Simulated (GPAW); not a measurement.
Ni:

```
Ni
1.0
     0.00000    1.73757    1.73757
     1.73757    0.00000    1.73757
     1.73757    1.73757    0.00000
Ni
1
Direct
  0.00000 0.00000 0.00000
```

Base run:

```yaml
Program: GPAW 26.7.0
Functional: PBEsol
Potentials_or_basis: PAW data sets generated in the run's folder for this functional
Cutoff: 600 eV
Basis: pw
k_mesh: 13 × 13 × 13
Occupations: fermi-dirac, width 0.05 eV
Spin: collinear spin, ferromagnetic start
Starting_moments: "[1.0] μB"
```

Its results: pressure 0.6 GPa; net moment 0.63 μB per cell; site moments Ni +0.66 μB.

Problem. The run is repeated on the same cell with these changes: hubbard terms from none to Ni d U = 1 eV. What comes out?

Solution. Pressure -0.7 GPa; net moment 0.64 μB per cell; site moments Ni +0.69 μB.

Caveats: the stock nickel data set gives pressures a few GPa off other programs; the U is typed as a test and isn't derived for this compound (some runs).

Not every run made on this cell is shown here.
